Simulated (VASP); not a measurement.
Crystal: Si.

```xyz
2
Lattice="0.0000 2.7219 2.7219 2.7219 0.0000 2.7219 2.7219 2.7219 0.0000" Properties=species:S:1:pos:R:3 pbc="T T T"
Si    2.7219    2.7219    2.7219
Si    4.0828    4.0828    4.0828
```

Base run:

* Program: VASP 6.6.1
* Functional: r2SCAN-EpsX
* Potentials or basis: VASP PAW PBE potentials, release 64 (Si)
* Cutoff: 520 eV
* k mesh: 6 × 6 × 6
* Occupations: gaussian, width 0.02 eV
* Spin: no spin polarisation

Its results: band gap on the k mesh 1.25 eV, indirect (least direct gap 3.12 eV); pressure -0.5 GPa.

Q: After a change of settings the same cell gave: band gap on the k mesh 1.15 eV, indirect (least direct gap 3.15 eV); pressure -0.3 GPa. Which change was it?
A. functional from r2SCAN-EpsX to PBE0
B. functional from r2SCAN-EpsX to HSE06
C. functional from r2SCAN-EpsX to HSE03

A: C.

Caveats: the PAW data sets were made with another functional, which shifts forces and pressure a little; the mesh misses the band edges, which the band path finds closer together.
